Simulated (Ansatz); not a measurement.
The system is ZrB2.

```
Zr B
1.0
     3.17000    0.00000    0.00000
    -1.58500    2.74530    0.00000
     0.00000    0.00000    3.53300
Zr B
1 2
Direct
  0.00000 0.00000 0.00000
  0.66667 0.33333 0.50000
  0.33333 0.66667 0.50000
```

Base run:

```yaml
Program: Ansatz 0.2.0
Functional: LDA
Potentials_or_basis: all-electron LAPW, scalar-relativistic
Cutoff: 258 eV (chosen from the basis error)
Basis_error_allowed: 0.002 eV/atom
k_mesh: 10 × 10 × 8
Occupations: fermi-dirac, width 0.05 eV
Spin: no spin polarisation
```

Its results: pressure -8.8 GPa.

The run is repeated on the same cell with these changes: functional from LDA to PBE. What comes out?

Pressure 0.8 GPa.

PBE binds less tightly than LDA, so the same cell stands under more pressure.
